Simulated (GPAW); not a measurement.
Input of a GPAW 26.7.0 run:

File run.py:

```python
from ase import Atoms
from ase.eos import EquationOfState
from ase.io import Trajectory
from ase.units import GPa
from gpaw import GPAW, PW

atoms = Atoms(['Zn', 'Zn', 'Mg', 'O', 'O', 'O'],
              cell=[[3.0525990062, 0.0, 0.0],
                    [-1.5262995031, 2.6436282869, 0.0],
                    [0.0, 0.0, 7.452043]],
              scaled_positions=[[0.6666666667, 0.3333333333, 0.331584],
                                [0.3333333333, 0.6666666667, 0.668416],
                                [0.0, 0.0, 0.0],
                                [0.0, 0.0, 0.5],
                                [0.6666666667, 0.3333333333, 0.8393],
                                [0.3333333333, 0.6666666667, 0.1607]],
              pbc=True)

traj = Trajectory('eos.traj', 'w')
volumes, energies = [], []
for x in [0.94, 0.96, 0.98, 1.0, 1.02, 1.04, 1.06]:
    a = atoms.copy()
    a.set_cell(atoms.cell * x**(1 / 3), scale_atoms=True)
    calc = GPAW(mode=PW(800),
                xc='LDA',
                kpts={'size': (7, 7, 3), 'gamma': True},
                occupations={'name': 'fermi-dirac', 'width': 0.05},
                nbands=43,
                convergence={'density': 1e-05, 'energy': 1e-05},
                maxiter=150,
                txt=f'eos-{x:.2f}.txt')
    a.calc = calc
    energies.append(a.get_potential_energy(force_consistent=True))
    volumes.append(a.get_volume())
    p = -a.get_stress()[:3].mean() / GPa
    calc.write(f'eos-{x:.2f}.gpw')
    traj.write(a)
    print(f'{x:.2f} {volumes[-1]:10.4f} A^3 {energies[-1]:14.6f} eV {p:9.3f} GPa', flush=True)

v0, e0, B = EquationOfState(volumes, energies, eos='birchmurnaghan').fit()
print(f'V0 = {v0:.4f} A^3, E0 = {e0:.6f} eV, B0 = {B / GPa:.2f} GPa')
```

Potentials or basis: the program's PAW data sets (release 1.2.1) made for this functional, pw.

Run with:

```bash
$ OMP_NUM_THREADS=1 python run.py
```

(1) Predict the bulk modulus at fixed shape and positions.

(2) Predict the equilibrium volume.

## Answers

(1) 197 GPa (rough).

(2) 9.20 Å³/atom (rough: see the caveat).

Caveat: the minimum lies outside the volumes run; the cell was scaled at fixed shape and fractional positions, which overstates the stiffness of a crystal with free parameters, most of all of layers and chains.
